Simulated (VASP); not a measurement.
# TiCo: relaxation of the atoms, by relaxation method

TiCo, slab, 8 atoms in the cell. PBE, relaxation of the atoms; PAW potentials Co, Ti_sv (PBE set).

| Relaxation method | Ionic steps | Electronic steps | Largest force left (eV/Å) | Energy gained (eV/atom) | Time (s) |
|---|---|---|---|---|---|
| conjugate gradient, POTIM 0.5 | 16 | 368 | 0.0155 | -0.0061 | 1278 |
| quasi-Newton, POTIM 0.5 | 10 | 257 | 0.0173 | -0.0061 | 858 |
| damped dynamics, POTIM 0.2, SMASS 0.4 | 18 | 388 | 0.0179 | -0.0061 | 1329 |

## Input of the first row

INCAR:
```
ALGO = Normal ; EDIFF = 1E-6
EDIFFG = -0.02 ; ENCUT = 350
IBRION = 2 ; ISIF = 2
ISMEAR = 1 ; ISPIN = 2
KPAR = 8 ; LASPH = T
LCHARG = F ; LMAXMIX = 4
LREAL = F ; LWAVE = F
MAGMOM = 2 2 2 2 1 1 1 1 ; NELM = 100
NSW = 150 ; POTIM = 0.5
PREC = Normal ; SIGMA = 0.1
```

KPOINTS:
```
k-points
0
Gamma
  8 8 1
```

POSCAR:
```
TiCo
1.0
    2.9861109900      0.0000000000      0.0000000000
    0.0000000000      2.9861109900      0.0000000000
    0.0000000000      0.0000000000     25.4513884650
Co Ti
4 4
Selective dynamics
Direct
    0.5000000000      0.5000000000      0.2946790000  F F F
    0.5000000000      0.5000000000      0.4120050000  F F F
    0.4875420000      0.5134830000      0.5303240000  T T T
    0.5068240000      0.5006590000      0.6481460000  T T T
    0.0000000000      0.0000000000      0.3533420000  F F F
    0.0000000000      0.0000000000      0.4706680000  F F F
   -0.0181410000     -0.0059670000      0.5880170000  T T T
   -0.0063940000      0.0300240000      0.7080610000  T T T
```

Commands:
```
cat potpaw_PBE.64/Co/POTCAR potpaw_PBE.64/Ti_sv/POTCAR > POTCAR
mpirun -np 8 vasp_std > vasp.out
```

Changes of the last row against the first:
```
- IBRION = 2
- POTIM = 0.5
+ IBRION = 3
+ POTIM = 0.2
+ SMASS = 0.4
```

VASP 6.6.1 took 1278 s on 8 cores (Intel Xeon Platinum 8259CL @ 2.50GHz (Skylake/Cascade Lake)), a shared host.
